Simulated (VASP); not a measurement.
Set up this calculation in VASP 6.6.1, as the native input.

| Quantity | Value |
| --- | --- |
| Task | Born charges and dielectric tensor |
| Functional | LDA |
| Potentials or basis | VASP PAW LDA potentials, release 64 (In_d, P) |
| Cutoff | 600 eV |
| k mesh | 4 × 4 × 4 |
| Occupations | gaussian, width 0.02 eV |
| Spin | no spin polarisation |
| Further INCAR settings | ALGO = Normal; EDIFF = 1e-08; IBRION = 8; NSW = 1 |

The structure of InP lies in POSCAR:

```
InP
1.0
    0.0000000000      2.9144600000      2.9144600000
    2.9144600000      0.0000000000      2.9144600000
    2.9144600000      2.9144600000      0.0000000000
In P
1 1
Direct
    0.0000000000      0.0000000000      0.0000000000
    0.7500000000      0.7500000000      0.7500000000
```

The cell is a database's computed one.

One way to write it, as run:

INCAR

```
PREC     = Accurate       # precision mode
ENCUT    = 600            # plane-wave cutoff, eV
EDIFF    = 1E-8           # SCF threshold, eV
ISMEAR   = 0              # smearing method
SIGMA    = 0.02           # smearing width, eV
LREAL    = F              # projectors in reciprocal space
LASPH    = T              # aspherical terms in the spheres
NELM     = 60             # most SCF steps
ALGO     = Normal         # electronic algorithm
ISIF     = 2              # what is computed and relaxed
LWAVE    = F              # write WAVECAR
LCHARG   = F              # write CHGCAR
LEPSILON = T              # dielectric tensor by DFPT
IBRION   = 8              # ionic algorithm
NSW      = 1              # ionic steps
```

KPOINTS

```
regular mesh
0
Gamma
  4 4 4
```

Potentials or basis: VASP PAW LDA potentials, release 64 (In_d, P).

Run with:

```console
$ cat potpaw_LDA.64/In_d/POTCAR potpaw_LDA.64/P/POTCAR > POTCAR
$ mpirun -np 1 vasp_std > vasp.out
```

It gave:

```yaml
Band_gap_on_the_k_mesh: 0.58 eV, direct
Electronic_dielectric_tensor_diagonal: 71.51
Born_charges_mean_of_the_diagonal: In +3.87; P -3.87 e
Highest_phonon_frequency_at_Γ_LO-TO_splitting_left_out: 304 cm⁻¹
```

Caveat: the k mesh is coarse (spacing up to 0.47 Å⁻¹), so the values aren't converged; the gap is small at this level, which inflates the dielectric constant; spin-orbit coupling is left out, which moves the levels of the heavy elements.

Run time: 3.3 min on 1 thread of Intel(R) Xeon(R) Platinum 8259CL CPU @ 2.50GHz (Skylake/Cascade Lake), on a shared host, peak memory 0.23 GiB.
